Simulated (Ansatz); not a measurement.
**One atom moved over a plane in Al₂Cu**

These are results of DFT r2SCAN, scalar-relativistic, plane waves, PAW (Ansatz), not measurements. Settings: plane waves to 500 eV, k-mesh 12×12×16 (Γ-centred), Gaussian smearing 0.15 eV. No spin polarisation. Energies are free energies at this smearing, counted from the undisturbed cell; pressure is positive in compression.

The starting cell (relaxed at this level; it needn't be the usual structure):

```
CELL_PARAMETERS angstrom
4.08803 0.00000 0.00000
0.00000 4.08803 0.00000
0.00000 0.00000 2.85133
ATOMIC_POSITIONS crystal
Al 0.50000 0.00000 0.50000
Al 0.00000 0.50000 0.50000
Cu 0.00000 0.00000 0.00000
```

Atom 3 (Cu) is moved by p along (0.707, 0.707, 0.000) and q along (0.000, 0.000, 1.000) (Å), all else fixed. Points are written (p, q).

Energy above the undisturbed cell in eV/cell (a dash: not computed):

| p \ q | -0.300 | -0.150 | 0.000 | 0.150 | 0.300 |
| --- | --- | --- | --- | --- | --- |
| -0.300 | ? | 0.41 | 0.32 | 0.41 | ? |
| -0.150 | 0.38 | ? | 0.08 | ? | 0.38 |
| 0.000 | 0.28 | 0.07 | 0.00 | 0.07 | 0.28 |
| 0.150 | 0.38 | ? | 0.08 | ? | 0.38 |
| 0.300 | ? | 0.41 | 0.32 | 0.41 | ? |

Q: Fill in the withheld energies.

A: (-0.300, -0.300): 0.68; (-0.300, 0.300): 0.68; (-0.150, -0.150): 0.16; (-0.150, 0.150): 0.16; (0.150, -0.150): 0.16; (0.150, 0.150): 0.16; (0.300, -0.300): 0.68; (0.300, 0.300): 0.68.